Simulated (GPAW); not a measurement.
Crystal: Pt.

```
Pt
1.0
    -1.58422    1.58422    1.58422
     1.58422   -1.58422    1.58422
     1.58422    1.58422   -1.58422
Pt
1
Direct
  0.00000 0.00000 0.00000
```

This isn't the form of Pt at room conditions, which is fcc.

```yaml
Program: GPAW 26.7.0
Task: relaxation of cell and atoms
Functional: PBEsol
Dispersion: D4
Potentials_or_basis: PAW data sets generated in the run's folder for this functional
Cutoff: 600 eV
Basis: pw
k_mesh: 12 × 12 × 12
Occupations: fermi-dirac, width 0.05 eV
Spin: no spin polarisation
```

At the start: pressure -15.4 GPa; volume 15.90 Å³/atom.

Problem. Where does the relaxation end?

Solution. Over 3 steps the energy falls by 49.9 meV/atom and the volume is 14.94 Å³/atom (-6.1 %); space group Im-3m (No. 229, to 0.05 Å).

The path:
```tsv
step	energy change (eV)	largest force (eV/Å)	pressure (GPa)	volume (Å³)
1	0.0000	0.0000	-15.40	15.90
2	-0.0498	0.0000	0.78	14.90
3	-0.0499	0.0000	-0.08	14.94
```

Final structure:
```yaml
crystal:
  lattice:
    - [-1.55152, 1.55152, 1.55152]
    - [1.55152, -1.55152, 1.55152]
    - [1.55152, 1.55152, -1.55152]
  atoms:
    - { symbol: Pt, position: [0.00000, 0.00000, 0.00000] }
```

Caveat: later steps reuse the first step's grids; pairwise dispersion overbinds metals, which lowers pressure and volume.
